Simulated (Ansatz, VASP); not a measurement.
# FeO: 3 runs at one level of theory

The starting cell:

```
Fe O
1.0
     0.00000    2.15540    2.15540
     2.15540    0.00000    2.15540
     2.15540    2.15540    0.00000
Fe O
1 1
Direct
  0.00000 0.00000 0.00000
  0.50000 0.50000 0.50000
```

Alike in all runs: task relaxation of cell and atoms; functional PBE; dispersion D4; k mesh 8 × 8 × 8; occupations fermi-dirac, width 0.05 eV; collinear spin, ferromagnetic start; no spin-orbit coupling. The measured crystal is an antiferromagnetic insulator; the state found here is the runs' own.

```
                        program and potentials  plane-wave cutoff (eV)                                    notes  equilibrium volume (Å³/atom)
                            Ansatz, Ansatz PAW                     420  11 valence electrons an atom on average                          9.84
Ansatz, all-electron LAPW, scalar-relativistic                       -                                        -                          9.84
             VASP, PBE PAW files Fe, O, 600 eV                     600   7 valence electrons an atom on average                          9.84
```

All agree on the equilibrium volume. The state is the one that the start led to, which needn't be the lowest. Relaxations stop with a little pressure left, so the last digit of a volume isn't settled.

Differences between rows come from potentials, basis sets and numerical settings, since the functional is the same but for its coding. Runs on potential files found faulty are left out.

The three runs give the same equilibrium volume, 9.84 Å³/atom, whether the core electrons are treated explicitly or through either set of PAW potentials. The two PAW sets differ in valence count, which probably reflects whether the Fe 3s and 3p shells are kept in the valence. Their agreement with the all-electron result suggests that these shells respond little to the Fe–O bonding near equilibrium, where the volume is governed mainly by O 2p–Fe 3d and 4s interactions and closed-shell repulsion.

The match also suggests that all three runs reached a similar spin state. In octahedrally coordinated Fe(II), moving electrons from the σ-antibonding e_g orbitals into t_2g shortens the metal–ligand bonds, so a high-spin and a low-spin solution would be expected to differ clearly in volume.

The agreement supports the transferability of the potentials for this volume, but not the accuracy of the functional for FeO. Nor does it establish equal compressibilities or magnetic energy differences, which depend on more than the position of the energy minimum.
